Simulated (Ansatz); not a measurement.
ZnSe (started from an entry of an open crystallographic database) (r2SCAN geometry), in Ansatz:

```
Zn Se
1.0
     0.00000    2.83242    2.83242
     2.83242    0.00000    2.83242
     2.83242    2.83242    0.00000
Zn Se
1 1
Direct
  0.00000 0.00000 0.00000
  0.25000 0.25000 0.25000
```

G0W0@PBE with 249 empty bands, a screening cutoff of 180 eV and a 6×6×6 mesh (PAW, contour deformation) gives 2.348 eV over the mesh points, from a PBE gap of 1.293 eV; it sums over 263 bands with 259 plane waves in the screening and a wave cutoff of 420 eV. No extrapolation in bands, cutoff or mesh was made for G0W0. The values are computed, spin-unpolarised, and not measurements.

Question: Estimate the gap with starting point HSE06.

Answer: 2.930 eV (+0.582 eV), from a Kohn-Sham gap of 2.422 eV.

Question: Another run gave a Kohn-Sham gap of 1.294 eV and a G0W0 gap of 2.315 eV, summing over 267 bands with 259 plane waves in the screening and a wave cutoff of 1170 eV. What was changed?

Answer: Potentials of the kind norm-conserving. The wave cutoff gives it away.

Question: Estimate the gap with starting point PBE0.

Answer: 3.113 eV (+0.765 eV), from a Kohn-Sham gap of 3.045 eV.

Question: Estimate the gap with mesh 8×8×8, empty bands 73, screening cutoff 80 eV.

Answer: 2.449 eV (+0.101 eV), from a Kohn-Sham gap of 1.294 eV.

Spin-orbit coupling is left out.

With a shallow d shell on the cation, G0W0 converges slowly in bands and cutoff, so these values are in doubt.
